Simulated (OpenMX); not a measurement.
Os:

```
Os
1.0
     2.73410    0.00000    0.00000
    -1.36705    2.36780    0.00000
     0.00000    0.00000    4.31970
Os
2
Direct
  0.66667 0.33333 0.75000
  0.33333 0.66667 0.25000
```

Base run:

| Property | Result |
| --- | --- |
| Program | OpenMX 3.8.5 |
| Functional | PBE |
| Potentials or basis | OpenMX 2013 PBE set, Os7.0-s3p2d2f1, grid cutoff 400 Ry |
| k mesh | 9 × 9 × 5 |
| Occupations | fermi-dirac, width 0.05 eV |
| Spin | no spin polarisation |

Its results: pressure 11.2 GPa; largest force 0.023 eV/Å.

**Question.** The run is repeated on the same cell with these changes: potentials or basis from OpenMX 2013 PBE set, Os7.0-s3p2d2f1, grid cutoff 400 Ry to OpenMX 2013 PBE set, Os7.0-s3p2d2, grid cutoff 400 Ry. What comes out?

**Answer.** Pressure 16.4 GPa; largest force 0.024 eV/Å.

Caveats: the basis of atomic orbitals isn't converged, which shifts pressures, moduli and gaps.
